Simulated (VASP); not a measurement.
## H2CNO (C2H4N2O2): single point with PBE+D3(BJ)

The system is H2CNO (C2H4N2O2).

```
CELL_PARAMETERS angstrom
3.51142 0.00000 -0.01168
0.00000 6.20902 0.00000
-3.42682 0.00000 8.29681
ATOMIC_POSITIONS crystal
H 0.70758 0.82976 0.90085
H 0.29242 0.32976 0.59915
H 0.29242 0.17024 0.09915
H 0.70758 0.67024 0.40085
H 0.98247 0.61627 0.12821
H 0.01753 0.11627 0.37179
H 0.01753 0.38373 0.87179
H 0.98247 0.88373 0.62821
C 0.11075 0.78019 0.13896
C 0.88925 0.28019 0.36104
C 0.88925 0.21981 0.86104
C 0.11075 0.71981 0.63896
N 0.93717 0.89589 0.00387
N 0.06283 0.39589 0.49613
N 0.06283 0.10411 0.99613
N 0.93717 0.60411 0.50387
O 0.38757 0.84954 0.26435
O 0.61243 0.34954 0.23565
O 0.61243 0.15046 0.73565
O 0.38757 0.65046 0.76435
```

* Program: VASP 6.6.1
* Task: single point
* Functional: PBE
* Dispersion: D3(BJ)
* Potentials or basis: VASP PAW PBE potentials, release 64 (H, C, N, O)
* Cutoff: 520 eV
* k mesh: 6 × 4 × 4
* Occupations: gaussian, width 0.1 eV
* Spin: no spin polarisation
* Dipole correction: no
* Further INCAR settings: LREAL = Auto; ALGO = Fast; EDIFF = 1e-07; NBANDS = 50

```json
{"Pressure": "0.4 GPa", "Largest force": "0.378 eV/Å", "Band gap on the k mesh": "3.52 eV, direct", "Dispersion energy per atom": "-0.072 eV"}
```

Forces on the atoms (eV/Å):
```
H   -0.004 -0.023  0.007
H    0.004 -0.023 -0.007
H    0.004  0.023 -0.007
H   -0.004  0.023  0.007
H    0.005  0.019 -0.010
H   -0.005  0.019  0.010
H   -0.005 -0.019  0.010
H    0.005 -0.019 -0.010
C   -0.169 -0.152 -0.282
C    0.169 -0.152  0.282
C    0.169  0.152  0.282
C   -0.169  0.152 -0.282
N   -0.007  0.010 -0.007
N    0.007  0.010  0.007
N    0.007 -0.010  0.007
N   -0.007 -0.010 -0.007
O    0.166  0.109  0.321
O   -0.166  0.109 -0.321
O   -0.166 -0.109 -0.321
O    0.166 -0.109  0.321
```

Stress tensor (GPa, compression positive):
```
 0.19  0.00  0.50
 0.00 -0.02  0.00
 0.50  0.00  0.89
```

Levels at points of the mesh, in eV from the valence-band top:
| k point | band 32 | band 33 | band 34 | band 35 | band 36 | band 37 |
| --- | --- | --- | --- | --- | --- | --- |
| (0.00, 0.00, 0.00) | -0.96 | -0.44 | -0.24 | 3.85 | 4.24 | 4.84 |
| (0.50, 0.00, 0.00) | -0.73 | -0.56 | 0.00 | 3.52 | 4.25 | 5.17 |
| (0.00, 0.50, 0.00) | -0.85 | -0.31 | -0.31 | 3.88 | 3.88 | 5.23 |
| (0.50, 0.50, 0.00) | -0.94 | -0.27 | -0.27 | 3.95 | 3.95 | 5.32 |
| (0.00, 0.00, 0.50) | -1.00 | -0.36 | -0.36 | 4.03 | 4.03 | 5.12 |
| (0.50, 0.00, 0.50) | -0.91 | -0.29 | -0.29 | 3.88 | 3.88 | 5.33 |
| (0.00, 0.50, 0.50) | -1.14 | -0.28 | -0.28 | 3.88 | 3.88 | 5.23 |
| (0.50, 0.50, 0.50) | -1.17 | -0.29 | -0.29 | 3.95 | 3.95 | 5.29 |

Run time: 5.3 min on 1 thread of Intel(R) Xeon(R) 6975P-C (Granite Rapids), on a shared host, peak memory 0.45 GiB.

Caveat: the standard files for N, O and F lose accuracy on very short bonds. A k mesh can miss the band edges.
